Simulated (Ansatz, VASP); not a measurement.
# Two plane-wave programs on Ta

```
CELL_PARAMETERS angstrom
-1.63827 1.63827 1.63827
1.63827 -1.63827 1.63827
1.63827 1.63827 -1.63827
ATOMIC_POSITIONS crystal
Ta 0.00000 0.00000 0.00000
```

Alike in both runs: task single point; functional PBE; k mesh 22 × 22 × 22; occupations fermi-dirac, width 0.1 eV; no spin polarisation.

```csv
,VASP,Ansatz
version,VASP 6.6.1,Ansatz 0.2.0
potentials or method,"VASP PAW PBE potentials, release 64 (Ta_pv)","plane waves (420 eV) with PAW, scalar-relativistic"
plane-wave cutoff (eV),520,420
valence electrons in the cell,11,13
```

|  | VASP | Ansatz | Ansatz less VASP |
| --- | --- | --- | --- |
| pressure (GPa) | 8.5 | 8.4 | -0.16 |

The two sets of potentials don't hold the same shells in valence.

Spin-orbit coupling is left out, which matters for the levels of Ta.
